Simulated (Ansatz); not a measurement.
# InP (F-43m) under pressure

```xyz
2
Lattice="2.9393 2.9393 0.0000 -2.9393 2.9393 0.0000 0.0000 2.9393 2.9393" Properties=species:S:1:pos:R:3 pbc="T T T"
In    0.0000    0.0000    0.0000
P     1.4696    4.4089    1.4696
```

This is the zero-pressure cell under PBEsol. Cell and atoms are relaxed by PAW (default files of Ansatz 0.2.0, cutoff 420 eV, stress met within about 0.05 GPa) at each pressure, in this structure whether or not another phase would take over; P is the pressure reached, less that of this cell. Levels come from PBEsol, all-electron LAPW in Ansatz 0.2.0, with spin-orbit coupling; k mesh 8×8×8, Fermi-Dirac smearing of 0.010 eV, basis error target 0.5 meV/atom. Conduction levels are in eV over the valence top (at Γ), at fixed fractional wave vectors. Zone-centre phonons come from finite displacements by PAW, without the LO-TO term.

```tsv
P (GPa)	V/V₀	Γ	L	X	T2 TO (cm⁻¹)
-2.00	1.0326	0.366	1.275	1.671	284.0
0.00	1.0000	0.538	1.351	1.618	296.3
1.97	0.9725	0.687	1.417	1.570	307.3
3.99	0.9483	0.821	1.475	1.524	317.5
6.96	?	?	?	?	?
9.96	0.8916	1.142	1.616	1.403	343.6
14.98	0.8548	1.355	1.707	1.313	362.4
```

Q: Fit the third-order Birch-Murnaghan equation to the rows shown.

A: With f = [(V₀/V)^(2/3) − 1]/2, the normalised pressure F = P/[3f(1 + 2f)^(5/2)] is 66.6 GPa at f = -0.0106, 67.0 GPa at f = 0.0094, 67.7 GPa at f = 0.0180, 69.0 GPa at f = 0.0397, 69.8 GPa at f = 0.0551. The line F = B₀[1 + (3/2)(B′ − 4)f] gives B₀ = 66.8 GPa and B′ = 4.5.

Q: What are the volume deformation potentials and pressure coefficients of these levels at zero pressure?

A: 

| level | dE/dlnV (eV) | dE/dP = −(dE/dlnV)/B₀ (meV/GPa) | mean slope up to 2.0 GPa (meV/GPa) |
| --- | --- | --- | --- |
| Γ | -5.35 | 80.0 | 75.4 |
| L | -2.36 | 35.4 | 33.3 |
| X | 1.70 | -25.4 | -24.6 |

dE/dlnV is the slope of a cubic fit in ln V at V₀. The last column is read from two rows and shows how the slope bends with pressure.

Q: What mode Grüneisen parameters follow?

A: γ = −d ln ω/d ln V at V₀ from a quadratic fit in ln V: T2 1.32.

Q: Fill the row at 6.96 GPa.

A: The fits give V/V₀ = 0.9178 and Γ = 0.993 eV. Computed: V/V₀ = 0.9178, Γ = 0.992, L = 1.551, X = 1.461, T2 TO (cm⁻¹) = 331.2.

Q: Where does the lowest conduction level change its place?

A: From Γ to X near 14.3 GPa, by linear interpolation between the computed rows. Errors in the spacing of the valleys shift these pressures.

Caveats: no other phase was computed; many crystals of this kind change structure within this range, and rows or crossings beyond such a change describe a metastable lattice; the frozen-core PAW files of the relaxations were fitted under PBE, their cores solved anew for this functional; semilocal gaps are low, and the spacing of valleys can be off by tenths of an eV; levels are read at fixed fractional k, so an edge that moves off these points is missed.
